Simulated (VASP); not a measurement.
# GaP (F-43m) in VASP: a series of runs

One crystal, GaP, is run at these levels: r2SCAN+rVV10; tasks: relaxation of cell and atoms.

All numbers are computed with VASP 6.6.1; they aren't measurements. Logs are shortened: lines on timing, memory, paths and dates and some standing lists are left out, and cuts for length are marked.

### 1 The structure

Symmetry: F-43m, No. 216, cubic system. Conventional cell: a = 5.451 Å, b = 5.451 Å, c = 5.451 Å, α = 90.00°, β = 90.00°, γ = 90.00°. Ga (site symmetry -43m) is surrounded by 4 P at 2.36 Å. P (site symmetry -43m) has 4 Ga at 2.36 Å as nearest neighbours.

### 2 Relaxation of cell and atoms, r2SCAN+rVV10

Contents of INCAR:

```
SYSTEM = GaP
ALGO = Normal
BPARAM = 11.95
CPARAM = 0.0093
EDIFF = 1E-7
EDIFFG = -0.002
ENCUT = 520
IBRION = 2
ISIF = 3
ISMEAR = 0
IVDW_NL = 2
LASPH = .TRUE.
LCHARG = .FALSE.
LMIXTAU = .TRUE.
LREAL = .FALSE.
LUSE_VDW = .TRUE.
LWAVE = .FALSE.
METAGGA = R2SCAN
NELM = 80
NSW = 80
PREC = Accurate
SIGMA = 0.02
```

Contents of KPOINTS:

```
k-points
0
G
  10 10 10
  0 0 0
```

Contents of POSCAR:

```
GaP
1.0
    0.0000000000      2.7252500000      2.7252500000
    2.7252500000      0.0000000000      2.7252500000
    2.7252500000      2.7252500000      0.0000000000
Ga P
1 1
Direct
    0.0000000000      0.0000000000      0.0000000000
    0.2500000000      0.2500000000      0.2500000000
```

Potentials or basis: VASP PAW PBE potentials, release 64 (Ga_d, P).

Started as:

```console
> cat potpaw_PBE.64/Ga_d/POTCAR potpaw_PBE.64/P/POTCAR > POTCAR
> mpirun -np 1 vasp_std > vasp.out
```

OUTCAR:

```text
SYSTEM = GaP
   BPARAM = 11.95
   EDIFF = 1E-7
   EDIFFG = -0.002
   ENCUT = 520
   IBRION = 2
   ISIF = 3
   ISMEAR = 0
   IVDW_NL = 2
   LASPH = .TRUE.
   LREAL = .FALSE.
   METAGGA = R2SCAN
   NELM = 80
   NSW = 80
   PREC = Accurate

 ion  position               nearest neighbor table
   1  0.000  0.000  0.000-   2 2.36   2 2.36   2 2.36   2 2.36
   2  0.250  0.250  0.250-   1 2.36   1 2.36   1 2.36   1 2.36

  LATTYP: Found a face centered cubic cell.
 ALAT       =     5.4505000000

  Lattice vectors:

 A1 = (   0.0000000000,   2.7252500000,   2.7252500000)
 A2 = (   2.7252500000,   0.0000000000,   2.7252500000)
 A3 = (   2.7252500000,   2.7252500000,   0.0000000000)

Analysis of symmetry for initial positions (statically):
=====================================================================
 Subroutine PRICEL returns:
 Original cell was already a primitive cell.

 Routine SETGRP: Setting up the symmetry group for a
 face centered cubic supercell.

 Subroutine GETGRP returns: Found 24 space group operations
 (whereof 24 operations were pure point group operations)
 out of a pool of 48 trial point group operations.

The static configuration has the point symmetry T_d .

Analysis of symmetry for dynamics (positions and initial velocities):
=====================================================================
 Subroutine PRICEL returns:
 Original cell was already a primitive cell.

 Routine SETGRP: Setting up the symmetry group for a
 face centered cubic supercell.

 Subroutine GETGRP returns: Found 24 space group operations
 (whereof 24 operations were pure point group operations)
 out of a pool of 48 trial point group operations.

The dynamic configuration has the point symmetry T_d .

 Subroutine INISYM returns: Found 24 space group operations
 (whereof 24 operations are pure point group operations),
 and found     1 'primitive' translations

----------------------------------------------------------------------------------------

                                     Primitive cell

  volume of cell :      40.4808

  direct lattice vectors                    reciprocal lattice vectors
     0.000000000  2.725250000  2.725250000    -0.183469406  0.183469406  0.183469406
[... 108 lines left out ...]
  Fermi-wavevector in a.u.,A,eV,Ry     =   1.249538  2.361284 21.243377  1.561344
  Thomas-Fermi vector in A             =   2.383574
   LORBIT       =      0    0 simple, 1 ext, 2 COOP (PROOUT), +10 PAW based schemes
   METAGGA = R2SCAN    functional components
   LHFCALC =     F    Hartree Fock is set to
   AEXX    =    0.0000 exact exchange contribution
   IVDW_NL    =     2    kernel type
   BPARAM     =11.9500
   IVDW    =     0    specifies the selected vdW correction
   LEPSILON=     F    determine dielectric tensor
   LRPA    =     F    only Hartree local field effects (RPA)
 conjugate gradient relaxation of ions
 non-spin polarized calculation
 Gauss-broadening in eV      SIGMA  =   0.02
  energy-cutoff  :      520.00
  volume of cell :       40.48
 maximum number of plane-waves:      1106
 NGX is ok and might be reduce to    30
   NGX = 15   NGY = 15   NGZ = 15

--------------------------------------- Ionic step        1  -------------------------------------------

 number of electron      17.9999989 magnetization

 Free energy of the ion-electron system (eV)
  ---------------------------------------------------
  ext. energy  EPLUGINS =         0.00000000
  ---------------------------------------------------
  free energy    TOTEN  =       -20.95036008 eV

  energy without entropy =      -20.95036008  energy(sigma->0) =      -20.95036008

------------------------ aborting loop because EDIFF is reached ----------------------------------------

  FORCE on cell =-STRESS in cart. coord.  units (eV):
  Direction    XX          YY          ZZ          XY          YZ          ZX
  --------------------------------------------------------------------------------------
  -------------------------------------------------------------------------------------
  Total       -0.1923264     -0.1923264     -0.1923264      0.0000000      0.0000000     -0.0000000
  in kB       -7.6120296     -7.6120296     -7.6120296      0.0000000      0.0000000     -0.0000000
  external PRESSURE =      -7.6120296 kB  Pullay stress =       0.0000000 kB
[... 95 lines left out ...]
--------------------------------------- Ionic step        4  -------------------------------------------

 number of electron      17.9999987 magnetization

 Free energy of the ion-electron system (eV)
  ---------------------------------------------------
  ext. energy  EPLUGINS =         0.00000000
  ---------------------------------------------------
  free energy    TOTEN  =       -20.95124612 eV

  energy without entropy =      -20.95124612  energy(sigma->0) =      -20.95124612

 E-fermi :   4.6408     XC(G=0): -10.6449

 val. band max:        4.5423982113   @ k =   0.0000   0.0000   0.0000
 cond. band min:       6.3473110597   @ k =   0.4000   0.4000   0.0000
 fundamental gap:      1.8049128484
 Fermi energy:         4.6407803471

 k-point     1 :       0.0000    0.0000    0.0000
  band No.  band energies     occupation
      1     -10.4460      2.00000
      2     -10.4460      2.00000
      3     -10.4459      2.00000
      4     -10.3292      2.00000
      5     -10.3292      2.00000
      6      -8.5565      2.00000
      7       4.5424      2.00000
      8       4.5424      2.00000
      9       4.5424      2.00000
     10       6.9433      0.00000
     11       8.7175      0.00000
     12       8.7176      0.00000
     13       8.7176      0.00000
[... 354 lines left out ...]
  band No.  band energies     occupation
      1     -10.5577      2.00000
      2     -10.3928      2.00000
      3     -10.3906      2.00000
      4     -10.3564      2.00000
      5     -10.3111      2.00000
      6      -6.4544      2.00000
      7      -1.0134      2.00000
      8       1.8116      2.00000
      9       2.1664      2.00000
     10       6.8045      0.00000
     11       7.9597      0.00000
     12      12.7255      0.00000
     13      13.1946      0.00000

 [... further k-points ...]

------------------------ aborting loop because EDIFF is reached ----------------------------------------

  FORCE on cell =-STRESS in cart. coord.  units (eV):
  Direction    XX          YY          ZZ          XY          YZ          ZX
  --------------------------------------------------------------------------------------
  -------------------------------------------------------------------------------------
  Total       -0.0001887     -0.0001887     -0.0001887     -0.0000000      0.0000000     -0.0000000
  in kB       -0.0075318     -0.0075318     -0.0075318     -0.0000000      0.0000000     -0.0000000
  external PRESSURE =      -0.0075318 kB  Pullay stress =       0.0000000 kB
[... 17 lines left out ...]
  FREE ENERGIE OF THE ION-ELECTRON SYSTEM (eV)
  ---------------------------------------------------
  free  energy   TOTEN  =       -20.9512461211 eV

  energy  without entropy=      -20.9512461211  energy(sigma->0) =      -20.95124612

 reached required accuracy - stopping structural energy minimisation
```

CONTCAR:

```text
GaP
   1.00000000000000
     0.0000000000000000    2.7174841947617674    2.7174841947617674
     2.7174841947617674    0.0000000000000000    2.7174841947617674
     2.7174841947617674    2.7174841947617674   -0.0000000000000000
  Ga              P
     1     1
Direct
     0.0000000000000000    0.0000000000000000    0.0000000000000000
     0.2500000000000000    0.2500000000000000    0.2500000000000000

  0.00000000E+00  0.00000000E+00  0.00000000E+00
  0.00000000E+00  0.00000000E+00  0.00000000E+00
```

Wall time 5.5 min (1 thread of Intel Xeon 6975P-C (Granite Rapids), shared host); peak memory 0.29 GiB.

What came out:

```
Free energy                            : -20.9512 eV
Relaxed volume                         : 20.07 Å³/atom
Relaxed cell                           : a = 3.843 Å, b = 3.843 Å, c = 3.843 Å, α = 60.00°, β = 60.00°, γ = 60.00°
Space group after relaxing (to 0.05 Å) : F-43m (No. 216)
Energy gained by relaxing              : 0.4 meV/atom
Ionic steps                            : 4
Pressure after relaxing                : 0.0 GPa
Band gap on the k mesh                 : 1.80 eV, indirect (least direct gap 2.40 eV)
```

Step by step:
| step | energy change (eV) | largest force (eV/Å) | pressure (GPa) | volume (Å³) |
| --- | --- | --- | --- | --- |
| 1 | 0.0000 | 0.0000 | -0.76 | 40.48 |
| 2 | -0.0006 | 0.0000 | 0.49 | 39.92 |
| 3 | -0.0009 | 0.0000 | 0.04 | 40.12 |
| 4 | -0.0009 | 0.0000 | 0.00 | 40.14 |

Final structure:
```
Ga P
1.0
     0.00000    2.71748    2.71748
     2.71748    0.00000    2.71748
     2.71748    2.71748    0.00000
Ga P
1 1
Direct
  0.00000 0.00000 0.00000
  0.25000 0.25000 0.25000
```

Levels at points of the mesh, in eV from the valence-band top:
| k point | band 7 | band 8 | band 9 | band 10 | band 11 | band 12 |
| --- | --- | --- | --- | --- | --- | --- |
| (0.00, 0.00, 0.00) | 0.00 | 0.00 | 0.00 | 2.40 | 4.18 | 4.18 |
| (0.50, 0.00, 0.00) | -6.91 | -1.18 | -1.18 | 2.04 | 5.03 | 5.03 |
| (0.50, 0.50, 0.00) | -7.01 | -2.84 | -2.84 | 1.84 | 2.06 | 11.42 |

Caveat: the PAW data sets were made with another functional, which shifts forces and pressure a little. r2SCAN opens gaps a little over a GGA but as a rule still falls short of measured ones.

### 3 Relaxation of cell and atoms, r2SCAN+rVV10

This run uses another cell than the first one, of 20.07 Å³/atom, 0.991 times its volume.

INCAR is that of step 2.

KPOINTS is that of step 2.

Contents of POSCAR:

```
GaP                                     
1.0
    0.0000000000      2.7174841948      2.7174841948
    2.7174841948      0.0000000000      2.7174841948
    2.7174841948      2.7174841948     -0.0000000000
  Ga              P             
     1     1
Direct
     0.0000000000000000    0.0000000000000000    0.0000000000000000
     0.2500000000000000    0.2500000000000000    0.2500000000000000
```

Potentials or basis: VASP PAW PBE potentials, release 64 (Ga_d, P).

Started as:

```console
> cat potpaw_PBE.64/Ga_d/POTCAR potpaw_PBE.64/P/POTCAR > POTCAR
> mpirun -np 1 vasp_std > vasp.out
```

Run time: 2.1 min. Hardware: 1 thread of Intel Xeon 6975P-C (Granite Rapids), shared host; peak memory 0.29 GiB.

Results (log left out):

```
Free energy             : -20.9512 eV
Pressure after relaxing : 0.0 GPa
Band gap on the k mesh  : 1.80 eV, indirect (least direct gap 2.40 eV)
```

Final structure:
```yaml
crystal:
  lattice:
    - [0.00000, 2.71748, 2.71748]
    - [2.71748, 0.00000, 2.71748]
    - [2.71748, 2.71748, 0.00000]
  atoms:
    - { symbol: Ga, position: [0.00000, 0.00000, 0.00000] }
    - { symbol: P, position: [0.25000, 0.25000, 0.25000] }
```

Levels at points of the mesh, in eV from the valence-band top:
| k point | band 7 | band 8 | band 9 | band 10 | band 11 | band 12 |
| --- | --- | --- | --- | --- | --- | --- |
| (0.00, 0.00, 0.00) | 0.00 | 0.00 | 0.00 | 2.40 | 4.18 | 4.18 |
| (0.50, 0.00, 0.00) | -6.91 | -1.18 | -1.18 | 2.04 | 5.03 | 5.03 |
| (0.50, 0.50, 0.00) | -7.01 | -2.84 | -2.84 | 1.84 | 2.06 | 11.42 |

Caveat: the relaxation stopped at its first step, so nothing moved; the PAW data sets were made with another functional, which shifts forces and pressure a little.
